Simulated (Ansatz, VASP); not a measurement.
**GaP: VASP beside Ansatz**

The input POSCAR:

```
GaP
1.0
    0.0000000000      2.7522344282      2.7522344282
    2.7522344282      0.0000000000      2.7522344282
    2.7522344282      2.7522344282      0.0000000000
Ga P
1 1
Direct
    0.0000000000      0.0000000000      0.0000000000
    0.2500000000      0.2500000000      0.2500000000
```

Contents of INCAR.step1:

```
PREC     = Accurate       # precision mode
ENCUT    = 520            # plane-wave cutoff, eV
ISMEAR   = 0              # smearing method
SIGMA    = 0.02           # smearing width, eV
LREAL    = False          # projectors in reciprocal space
LASPH    = True           # aspherical terms in the spheres
NELM     = 80             # most SCF steps
NBANDS   = 16             # bands
GGA      = PE             # functional
ALGO     = Normal         # electronic algorithm
EDIFF    = 1E-4           # SCF threshold, eV
LWAVE    = True           # write WAVECAR
LCHARG   = False          # write CHGCAR
```

INCAR.step2

```
PREC     = Accurate       # precision mode
ENCUT    = 520            # plane-wave cutoff, eV
EDIFF    = 1E-7           # SCF threshold, eV
ISMEAR   = 0              # smearing method
SIGMA    = 0.02           # smearing width, eV
LREAL    = False          # projectors in reciprocal space
LASPH    = True           # aspherical terms in the spheres
NELM     = 80             # most SCF steps
ALGO     = Normal         # electronic algorithm
ISIF     = 2              # what is computed and relaxed
LWAVE    = False          # write WAVECAR
LCHARG   = False          # write CHGCAR
METAGGA  = R2SCAN         # meta-GGA
LMIXTAU  = True         
NBANDS   = 16             # bands
ISTART   = 1
```

Contents of KPOINTS:

```
regular mesh
0
Gamma
  8 8 8
```

Input for Ansatz:

```yaml
crystal:
  lattice:
    - [0.0, 2.7522344282, 2.7522344282]
    - [2.7522344282, 0.0, 2.7522344282]
    - [2.7522344282, 2.7522344282, 0.0]
  atoms:
    - { symbol: Ga, position: [0.0, 0.0, 0.0] }
    - { symbol: P, position: [0.25, 0.25, 0.25] }
basis:
  ecutwfc: 500
kpoints:
  mp_grid: { grid: [8, 8, 8] }
hamiltonian:
  xc: r2scan
scf:
  occupations: { method: gaussian, width: 0.02 }
output:
  forces: true
  stress: true
  eigenvalues: true
```

Alike in both runs: task single point; functional r2SCAN; k mesh 8 × 8 × 8; occupations gaussian, width 0.02 eV; no spin polarisation.

|  | VASP | Ansatz |
| --- | --- | --- |
| version | VASP 6.6.1 | Ansatz 0.2.0 |
| potentials or method | VASP PAW PBE potentials, release 64 (Ga_d, P) | scalar-relativistic, plane waves, PAW |
| plane-wave cutoff (eV) | 520 | 500 |
| valence electrons in the cell | 18 | 18 |

|  | VASP | Ansatz | Ansatz less VASP |
| --- | --- | --- | --- |
| gap on the k mesh at the Fermi level (eV) | 1.94 | 1.94 | -0.006 |
| least direct gap on the mesh (eV) | 2.09 | 2.11 | +0.020 |
| pressure (GPa) | -2.5 | -2.4 | +0.06 |

Caveats: the PAW data sets were made with another functional, which shifts forces and pressure a little (VASP). A k mesh can miss the band edges. r2SCAN opens gaps a little over a GGA but as a rule still falls short of measured ones.
